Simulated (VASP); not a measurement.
# BN (F-43m) in VASP: settings compared

The runs below take BN through relaxation of cell and atoms, with optPBE-vdW, vdW-DF-cx, optB88-vdW, vdW-DF2.

Everything below comes from runs of VASP 6.6.1. Logs are shortened: lines on timing, memory, paths and dates and some standing lists are left out, and cuts for length are marked.

### Step 1. The structure

Symmetry: F-43m, No. 216, cubic system. The conventional cell has a = 3.626 Å, b = 3.626 Å, c = 3.626 Å, α = 90.00°, β = 90.00°, γ = 90.00°. Around N (site symmetry -43m) lie 4 B at 1.57 Å. B (site symmetry -43m) is surrounded by 4 N at 1.57 Å.

The cell is a database's computed one.

### Step 2. Relaxation of cell and atoms, optPBE-vdW

The input, INCAR:

```
PREC     = Accurate       # precision mode
ENCUT    = 600            # plane-wave cutoff, eV
EDIFF    = 1E-7           # SCF threshold, eV
ISMEAR   = -1             # smearing method
SIGMA    = 0.05           # smearing width, eV
LREAL    = F              # projectors in reciprocal space
LASPH    = T              # aspherical terms in the spheres
NELM     = 60             # most SCF steps
ALGO     = Fast           # electronic algorithm
ISIF     = 3              # what is computed and relaxed
LWAVE    = F              # write WAVECAR
LCHARG   = F              # write CHGCAR
GGA      = OR             # functional
LUSE_VDW = T            
AGGAC    = 0.0          
IBRION   = 2              # ionic algorithm
NSW      = 40             # ionic steps
EDIFFG   = -0.02          # ionic threshold
```

The input, KPOINTS:

```
Automatic mesh
0
Gamma
  13 13 13
```

The input, POSCAR:

```
BN
1.0
    0.0000000000      1.8130010000      1.8130010000
    1.8130010000      0.0000000000      1.8130010000
    1.8130010000      1.8130010000      0.0000000000
N B
1 1
Direct
    0.2500000000      0.2500000000      0.2500000000
    0.0000000000      0.0000000000      0.0000000000
```

Potentials or basis: VASP PAW PBE potentials, release 64 (N, B).

Command:

```console
cat potpaw_PBE.64/N/POTCAR potpaw_PBE.64/B/POTCAR > POTCAR
mpirun -np 1 vasp_std > vasp.out
```

OUTCAR:

```text
PREC = Accurate
   ENCUT = 600
   EDIFF = 1E-7
   ISMEAR = -1
   LREAL = F
   LASPH = T
   NELM = 60
   ISIF = 3
   GGA = OR
   IBRION = 2
   NSW = 40
   EDIFFG = -0.02

 ion  position               nearest neighbor table
   1  0.250  0.250  0.250-   2 1.57   2 1.57   2 1.57   2 1.57
   2  0.000  0.000  0.000-   1 1.57   1 1.57   1 1.57   1 1.57

  LATTYP: Found a face centered cubic cell.
 ALAT       =     3.6260020000

  Lattice vectors:

 A1 = (   0.0000000000,   1.8130010000,   1.8130010000)
 A2 = (   1.8130010000,   0.0000000000,   1.8130010000)
 A3 = (   1.8130010000,   1.8130010000,   0.0000000000)

Analysis of symmetry for initial positions (statically):
=====================================================================
 Subroutine PRICEL returns:
 Original cell was already a primitive cell.

 Routine SETGRP: Setting up the symmetry group for a
 face centered cubic supercell.

 Subroutine GETGRP returns: Found 24 space group operations
 (whereof 24 operations were pure point group operations)
 out of a pool of 48 trial point group operations.

The static configuration has the point symmetry T_d .

Analysis of symmetry for dynamics (positions and initial velocities):
=====================================================================
 Subroutine PRICEL returns:
 Original cell was already a primitive cell.

 Routine SETGRP: Setting up the symmetry group for a
 face centered cubic supercell.

 Subroutine GETGRP returns: Found 24 space group operations
 (whereof 24 operations were pure point group operations)
 out of a pool of 48 trial point group operations.

The dynamic configuration has the point symmetry T_d .

 Subroutine INISYM returns: Found 24 space group operations
 (whereof 24 operations are pure point group operations),
 and found     1 'primitive' translations

----------------------------------------------------------------------------------------

                                     Primitive cell

  volume of cell :      11.9186

  direct lattice vectors                    reciprocal lattice vectors
     0.000000000  1.813001000  1.813001000    -0.275785838  0.275785838  0.275785838
     1.813001000  0.000000000  1.813001000     0.275785838 -0.275785838  0.275785838
     1.813001000  1.813001000  0.000000000     0.275785838  0.275785838 -0.275785838

  length of vectors
     2.563970603  2.563970603  2.563970603     0.477675083  0.477675083  0.477675083

  position of ions in fractional coordinates (direct lattice)
     0.250000000  0.250000000  0.250000000
     0.000000000  0.000000000  0.000000000

  ion indices of the primitive-cell ions
   primitive index   ion index
                 1           1
                 2           2

----------------------------------------------------------------------------------------

 KPOINTS: Automatic mesh

Automatic generation of k-mesh.
 Grid dimensions read from file:
 generate k-points for:   13   13   13

 Generating k-lattice:

  Cartesian coordinates                     Fractional coordinates (reciprocal lattice)
    -0.021214295  0.021214295  0.021214295     0.076923077  0.000000000  0.000000000
     0.021214295 -0.021214295  0.021214295     0.000000000  0.076923077  0.000000000
     0.021214295  0.021214295 -0.021214295     0.000000000  0.000000000  0.076923077

  Length of vectors
     0.036744237  0.036744237  0.036744237

  Shift w.r.t. Gamma in fractional coordinates (k-lattice)
     0.000000000  0.000000000  0.000000000

 Subroutine IBZKPT returns following result:
 ===========================================

 Found     84 irreducible k-points:

 Following reciprocal coordinates:
            Coordinates               Weight
  0.000000  0.000000  0.000000      1.000000
  0.076923  0.000000  0.000000      8.000000
  0.153846  0.000000  0.000000      8.000000
  0.230769  0.000000  0.000000      8.000000
  0.307692  0.000000  0.000000      8.000000
  0.384615  0.000000  0.000000      8.000000
[... 16 lines left out ...]
  0.384615  0.153846  0.000000     24.000000
  0.461538  0.153846  0.000000     24.000000
 [... further k-points ...]
   k-points           NKPTS =     84   k-points in BZ     NKDIM =     84   number of bands    NBANDS=      8
   number of dos      NEDOS =    301   number of ions     NIONS =      2
   total plane-waves  NPLWV =   8000
   dimension x,y,z NGX =    20 NGY =   20 NGZ =   20
   dimension x,y,z NGXF=    40 NGYF=   40 NGZF=   40
   ions per type =               1   1
   NGX,Y,Z   is equivalent  to a cutoff of  12.97, 12.97, 12.97 a.u.
   NGXF,Y,Z  is equivalent  to a cutoff of  25.94, 25.94, 25.94 a.u.
 SYSTEM =  unknown system
   PREC   = accura    normal or accurate (medium, high low for compatibility)
   ISTART =      0    job   : 0-new  1-cont  2-samecut
   ICHARG =      2    charge: 1-file 2-atom 10-const
   ISPIN  =      1    spin polarized calculation?
   LNONCOLLINEAR =      F non collinear calculations
   LSORBIT =      F    spin-orbit coupling
   LASPH  =      T    aspherical Exc in radial PAW
   ENCUT  =  600.0 eV  44.10 Ry    6.64 a.u.   5.12  5.12  5.12*2*pi/ulx,y,z
   NELM   =     60;   NELMIN=  2; NELMDL= -5     # of ELM steps
   EDIFF  = 0.1E-06   stopping-criterion for ELM
   LREAL  =      F    real-space projection
   EDIFFG = -.2E-01   stopping-criterion for IOM
   NSW    =     40    number of steps for IOM
   IBRION =      2    ionic relax: 0-MD 1-quasi-New 2-CG
   NFREE  =      1    steps in history (QN), initial steepest desc. (CG)
   ISIF   =      3    stress and relaxation
   ISYM   =      2    0-nonsym 1-usesym 2-fastsym
   POTIM  = 0.5000    time-step for ionic-motion
   TEBEG  =    0.0;   TEEND  =   0.0 temperature during run
   PSTRESS=    0.0 pullay stress
   NELECT =       8.0000    total number of electrons
   NUPDOWN=      -1.0000    fix difference up-down
   EMIN   =  10.00;   EMAX   =-10.00  energy-range for DOS
   EFERMI =   0.00;   METHOD = LEGACY
   ISMEAR =    -1;   SIGMA  =   0.05  broadening in eV -4-tet -1-fermi 0-gaus
   EFERMI_NEDOS =   21; number of points for ismear=-14 and -15
   IALGO  =     68    algorithm
   IMIX   =      4    mixing-type and parameters
     AMIX     =   0.40;   BMIX     =  1.00
     AMIX_MAG =   1.60;   BMIX_MAG =  1.00
  volume/ion in A,a.u.               =       5.96        40.22
  Fermi-wavevector in a.u.,A,eV,Ry     =   1.433387  2.708709 27.954506  2.054598
  Thomas-Fermi vector in A             =   2.552911
   LORBIT       =      0    0 simple, 1 ext, 2 COOP (PROOUT), +10 PAW based schemes
   GGA     = OR    functional components
   LHFCALC =     F    Hartree Fock is set to
   AEXX    =    0.0000 exact exchange contribution
   IVDW_NL    =     1    kernel type
   BPARAM     = 6.3000
   IVDW    =     0    specifies the selected vdW correction
   LEPSILON=     F    determine dielectric tensor
   LRPA    =     F    only Hartree local field effects (RPA)
 conjugate gradient relaxation of ions
 non-spin polarized calculation
 RMM-DIIS sequential band-by-band and
  energy-cutoff  :      600.00
  volume of cell :       11.92
 maximum number of plane-waves:       411
   NGX = 11   NGY = 11   NGZ = 11

--------------------------------------- Ionic step        1  -------------------------------------------

 number of electron       7.9999999 magnetization

 Free energy of the ion-electron system (eV)
  ---------------------------------------------------
  ext. energy  EPLUGINS =         0.00000000
  ---------------------------------------------------
  free energy    TOTEN  =       -15.14680320 eV

  energy without entropy =      -15.14680320  energy(sigma->0) =      -15.14680320

------------------------ aborting loop because EDIFF is reached ----------------------------------------

  FORCE on cell =-STRESS in cart. coord.  units (eV):
  Direction    XX          YY          ZZ          XY          YZ          ZX
  --------------------------------------------------------------------------------------
  -------------------------------------------------------------------------------------
  Total        0.1662796      0.1662796      0.1662796     -0.0000000      0.0000000     -0.0000000
  in kB       22.3524684     22.3524684     22.3524684     -0.0000000      0.0000000     -0.0000000
  external PRESSURE =      22.3524684 kB  Pullay stress =       0.0000000 kB
[... 61 lines left out ...]
Total vdW correction in eV:      0.8889211

--------------------------------------- Ionic step        3  -------------------------------------------

 number of electron       7.9999999 magnetization

 Free energy of the ion-electron system (eV)
  ---------------------------------------------------
  ext. energy  EPLUGINS =         0.00000000
  ---------------------------------------------------
  free energy    TOTEN  =       -15.14730061 eV

  energy without entropy =      -15.14730061  energy(sigma->0) =      -15.14730061

 E-fermi :   8.0367     XC(G=0): -12.6315

 val. band max:        7.1550809557   @ k =   0.0000   0.0000   0.0000
 cond. band min:      11.9032295992   @ k =   0.4615   0.4615   0.0000
 fundamental gap:      4.7481486435
 Fermi energy:         8.0366925109

 k-point     1 :       0.0000    0.0000    0.0000
  band No.  band energies     occupation
      1     -12.8039      2.00000
      2       7.1551      2.00000
      3       7.1551      2.00000
      4       7.1551      2.00000
      5      15.9945      0.00000
      6      15.9945      0.00000
      7      15.9945      0.00000
      8      17.4555      0.00000
[... 243 lines left out ...]
 k-point    24 :       0.4615    0.1538    0.0000
  band No.  band energies     occupation
      1      -8.9217      2.00000
      2      -1.9003      2.00000
      3       3.9659      2.00000
      4       4.3979      2.00000
      5      16.1384      0.00000
      6      19.2168      0.00000
      7      19.6460      0.00000
      8      21.7926      0.00000

 [... further k-points ...]

------------------------ aborting loop because EDIFF is reached ----------------------------------------

  FORCE on cell =-STRESS in cart. coord.  units (eV):
  Direction    XX          YY          ZZ          XY          YZ          ZX
  --------------------------------------------------------------------------------------
  -------------------------------------------------------------------------------------
  Total        0.0004188      0.0004188      0.0004188     -0.0000000      0.0000000     -0.0000000
  in kB        0.0559620      0.0559620      0.0559620     -0.0000000      0.0000000     -0.0000000
  external PRESSURE =       0.0559620 kB  Pullay stress =       0.0000000 kB
[... 17 lines left out ...]
  FREE ENERGIE OF THE ION-ELECTRON SYSTEM (eV)
  ---------------------------------------------------
  free  energy   TOTEN  =       -15.1473006100 eV

  energy  without entropy=      -15.1473006099  energy(sigma->0) =      -15.14730061

Total vdW correction in eV:      0.8863388

 reached required accuracy - stopping structural energy minimisation
```

Wall time 28 s (1 thread of Intel Xeon 6975P-C (Granite Rapids), shared host); peak memory 0.23 GiB.

What came out:

```yaml
Free_energy: -15.1473 eV
Relaxed_volume: 6.00 Å³/atom
Relaxed_cell: a = 2.569 Å, b = 2.569 Å, c = 2.569 Å, α = 60.00°, β = 60.00°, γ = 60.00°
Space_group_after_relaxing_to_0.05_Å: F-43m (No. 216)
Energy_gained_by_relaxing: 0.2 meV/atom
Ionic_steps: 3
Pressure_after_relaxing: 0.0 GPa
Band_gap_on_the_k_mesh: 4.75 eV, indirect (least direct gap 8.84 eV)
```

Step by step:
```
step  energy change (eV)  largest force (eV/Å)  pressure (GPa)  volume (Å³)
   1              0.0000                0.0000            2.24        11.92
   2              0.0000                0.0000           -2.16        12.06
   3             -0.0005                0.0000            0.01        11.99
```

Final structure:
```
CELL_PARAMETERS angstrom
0.00000 1.81663 1.81663
1.81663 0.00000 1.81663
1.81663 1.81663 0.00000
ATOMIC_POSITIONS crystal
N 0.25000 0.25000 0.25000
B 0.00000 0.00000 0.00000
```

Levels at points of the mesh, in eV from the valence-band top:
```
           k point  band 1  band 2  band 3  band 4  band 5  band 6  band 7  band 8
(0.00, 0.00, 0.00)  -19.96    0.00    0.00    0.00    8.84    8.84    8.84   10.30
```

Caveat: the PAW data sets were made with another functional, which shifts forces and pressure a little; an odd mesh through Γ misses points on the zone boundary, where band edges often lie.

### Step 3. Relaxation of cell and atoms, vdW-DF-cx

The input, INCAR:

```
SYSTEM = BN
PREC     = Accurate       ! precision mode
ENCUT    = 600            ! plane-wave cutoff, eV
EDIFF    = 1E-6           ! SCF threshold, eV
ISMEAR   = -1             ! smearing method
SIGMA    = 0.05           ! smearing width, eV
LREAL    = .FALSE.        ! projectors in reciprocal space
LASPH    = .TRUE.         ! aspherical terms in the spheres
NELM     = 100            ! most SCF steps
ALGO     = Fast           ! electronic algorithm
ISIF     = 3              ! what is computed and relaxed
LWAVE    = .FALSE.        ! write WAVECAR
LCHARG   = .FALSE.        ! write CHGCAR
GGA      = CX             ! functional
LUSE_VDW = .TRUE.       
AGGAC    = 0.0          
IBRION   = 2              ! ionic algorithm
NSW      = 60             ! ionic steps
EDIFFG   = -0.01          ! ionic threshold
```

The input, KPOINTS:

```
Automatic mesh
0
G
  13 13 13
  0 0 0
```

POSCAR is that of step 2.

Potentials or basis: VASP PAW PBE potentials, release 64 (N, B).

Command:

```console
cat potpaw_PBE.64/N/POTCAR potpaw_PBE.64/B/POTCAR > POTCAR
mpirun -np 1 vasp_std > vasp.out
```

Wall time 22 s (1 thread of Intel Xeon 6975P-C (Granite Rapids), shared host); peak memory 0.23 GiB.

The run converged. Its results:

```yaml
Free_energy: -15.7861 eV
Relaxed_volume: 5.92 Å³/atom
Relaxed_cell: a = 2.559 Å, b = 2.559 Å, c = 2.559 Å, α = 60.00°, β = 60.00°, γ = 60.00°
Space_group_after_relaxing_to_0.05_Å: F-43m (No. 216)
Energy_gained_by_relaxing: 0.3 meV/atom
Ionic_steps: 3
Pressure_after_relaxing: 0.0 GPa
Band_gap_on_the_k_mesh: 4.49 eV, indirect (least direct gap 8.85 eV)
```

Step by step:
| step | energy change (eV) | largest force (eV/Å) | pressure (GPa) | volume (Å³) |
| --- | --- | --- | --- | --- |
| 1 | 0.0000 | 0.0000 | -2.29 | 11.92 |
| 2 | 0.0000 | 0.0000 | 2.46 | 11.77 |
| 3 | -0.0005 | 0.0000 | 0.02 | 11.84 |

Final structure:
```
N B
1.0
     0.00000    1.80925    1.80925
     1.80925    0.00000    1.80925
     1.80925    1.80925    0.00000
N B
1 1
Direct
  0.25000 0.25000 0.25000
  0.00000 0.00000 0.00000
```

Levels at points of the mesh, in eV from the valence-band top:
| k point | band 2 | band 3 | band 4 | band 5 | band 6 | band 7 |
| --- | --- | --- | --- | --- | --- | --- |
| (0.00, 0.00, 0.00) | 0.00 | 0.00 | 0.00 | 8.85 | 8.85 | 8.85 |

Caveat: the PAW data sets were made with another functional, which shifts forces and pressure a little; an odd mesh through Γ misses points on the zone boundary, where band edges often lie.

(Continued in part 2 of 2.)
